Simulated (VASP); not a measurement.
Input of a VASP 6.6.1 run:

Contents of INCAR:

```
ALGO = Normal ; BPARAM = 11.95
CPARAM = 0.0093 ; EDIFF = 1E-6
EDIFFG = -0.01 ; ENCUT = 520
IBRION = 2 ; ISIF = 3
ISMEAR = 1 ; IVDW_NL = 2
KPAR = 2 ; LASPH = True
LATTICE_CONSTRAINTS = .FALSE. .FALSE. .TRUE. ; LCHARG = False
LMIXTAU = True ; LREAL = False
LUSE_VDW = True ; LWAVE = False
METAGGA = R2SCAN ; NELM = 120
NSW = 90 ; PREC = Accurate
SIGMA = 0.1
```

The input KPOINTS:

```
k-points
0
Gamma
  19 19 5
```

The input POSCAR:

```
Sc
1.0
    3.3239428100      0.0000000000      0.0000000000
   -1.6619714000      2.8786189400      0.0000000000
    0.0000000000      0.0000000000     20.6958640900
Sc
8
Direct
    0.0000000000      0.0000000000      0.0000000000
    0.3333330000      0.6666670000      0.1250000000
    0.0000000000      0.0000000000      0.2500000000
    0.3333330000      0.6666670000      0.3750000000
    0.0000000000      0.0000000000      0.5000000000
    0.3333330000      0.6666670000      0.6250000000
    0.0000000000      0.0000000000      0.7500000000
    0.3333330000      0.6666670000      0.8750000000
```

Potentials or basis: VASP PAW PBE potentials, release 64 (Sc_sv).

The run is started by

```console
$ cat potpaw_PBE.64/Sc_sv/POTCAR > POTCAR
$ mpirun -np 2 vasp_std > vasp.out
```

(1) Estimate the band gap on the k mesh.

Results:

(1) none (metal or under the smearing width).

Caveat: the relaxation stopped at its first step, so nothing moved.
